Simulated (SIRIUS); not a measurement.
# Ir: energy against volume and a worked fit

```cif
data_structure
_symmetry_space_group_name_H-M 'P 1'
_symmetry_Int_Tables_number 1
_cell_length_a 2.7091
_cell_length_b 2.7091
_cell_length_c 2.7091
_cell_angle_alpha 60.000
_cell_angle_beta 60.000
_cell_angle_gamma 60.000
_cell_volume 14.06
loop_
_atom_site_label
_atom_site_type_symbol
_atom_site_fract_x
_atom_site_fract_y
_atom_site_fract_z
_atom_site_occupancy
Ir1 Ir 0.00000 0.00000 0.00000 1
```

The cell was scaled at fixed shape and fractions and run with SIRIUS, all-electron FP-LAPW, apw+lo standard; WC, k mesh 12 × 12 × 12 on the cell of 1 atom, fermi-dirac occupations of 0.05 eV, no spin polarisation, no spin-orbit coupling. Energies are those that the program minimises, any entropy of the smearing included. For a metal such a mesh isn't converged to the digits shown.

| V (Å³/atom) | energy over the lowest row (meV/atom) |
| --- | --- |
| 13.2152 | 82.88 |
| 13.4963 | 38.53 |
| 13.7775 | ? |
| 14.0587 | 0.00 |
| 14.3399 | 2.28 |
| 14.6210 | 16.98 |
| 14.9022 | 42.12 |

Task: Fit the third-order Birch-Murnaghan form, give V0, B0 and B′, and predict the energy left open.

Result: With y = (V0/V)^(2/3), E = E0 + (9 V0 B0/16) [(y - 1)³ B′ + (y - 1)² (6 - 4y)]. Least squares through the rows shown give V0 = 14.1484 Å³/atom, E0 = -0.64 meV, B0 = 379.1 GPa (1 eV/Å³ = 160.218 GPa) and B′ = 5.03, with a largest miss of 0.14 meV, so B0 and B′ are loose. At V = 13.7775 the form with these constants gives 11.49 meV; the run gave 11.44 meV an atom. Measured volume: 14.15 Å³/atom at 299.15 K (a printed reference work), so the fit lies -0.0 % from it. The runs are for a static lattice.
